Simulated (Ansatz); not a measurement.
Relaxation path: Cr (simple hexagonal type)

DFT, PBE, PAW with Ansatz's default frozen-core files, scalar-relativistic (Ansatz 0.2.0); a Γ-centred 21×21×20 k mesh, Fermi–Dirac smearing of 0.1 eV, spin-polarised from start moments Cr 2 μB. The run relaxes cell and atoms at a target pressure of 410 GPa.

Command: `ansatz run input.yaml --threads 2 --pin off --max-ram 7168MiB --backend cpu --events-out ev --progress --plain --runs-dir out` It took 35 s on 2 threads of Arm Neoverse V1, on a shared host, peak memory 0.39 GiB.

PAW: frozen-core files, cutoff 420 eV; forces are relaxed below 0.005 eV/Å.

Each step lists its enthalpy F + pV a cell above the last geometry, the pressure, the cell vectors (Å), and Cartesian positions (Å) with forces (eV/Å).

The first step:

```
step 1  dH = 54.19 meV  P = 391.4 GPa
  cell 2.0318 0.0000 0.0000  -1.0159 1.7596 0.0000  0.0000 0.0000 1.9099
  Cr 0.0000 0.0000 0.0000   0.0000 0.0000 0.0000
```

Antiferromagnetic order, which Cr and Mn prefer near zero pressure, wasn't tried. The start moments died away, and the runs ended non-magnetic.

Question: Where does the relaxation end, and by which steps?

Answer: After 5 geometries, with conventional a, b, c = 2.055, 2.055, 1.843 Å, at 6.741 Å³/atom (-1.28 % against the start) in space group P6/mmm, with a shortest distance of 1.843 Å and a cell moment of 0.00 μB. The further steps:
```
step 2  dH = 11.03 meV  P = 415.5 GPa
  cell 2.0374 0.0000 0.0000  -1.0187 1.7645 0.0000  0.0000 0.0000 1.8672
  Cr 0.0000 0.0000 0.0000   0.0000 0.0000 0.0000
step 3  dH = 3.04 meV  P = 405.1 GPa
  cell 2.0646 0.0000 0.0000  -1.0323 1.7880 0.0000  0.0000 0.0000 1.8331
  Cr 0.0000 0.0000 0.0000   0.0000 0.0000 0.0000
step 4  dH = 0.00 meV  P = 409.8 GPa
  cell 2.0547 0.0000 0.0000  -1.0274 1.7795 0.0000  0.0000 0.0000 1.8437
  Cr 0.0000 0.0000 0.0000   0.0000 0.0000 0.0000
step 5  dH = 0.00 meV  P = 410.0 GPa
  cell 2.0548 0.0000 0.0000  -1.0274 1.7795 0.0000  0.0000 0.0000 1.8435
  Cr 0.0000 0.0000 0.0000   0.0000 0.0000 0.0000
step 6  dH = 0.36 meV  P = 410.1 GPa  (same geometry on a basis chosen anew; earlier energies don't compare to the last digit)
  cell 2.0548 0.0000 0.0000  -1.0274 1.7795 0.0000  0.0000 0.0000 1.8435
  Cr 0.0000 0.0000 0.0000   0.0000 0.0000 0.0000
```
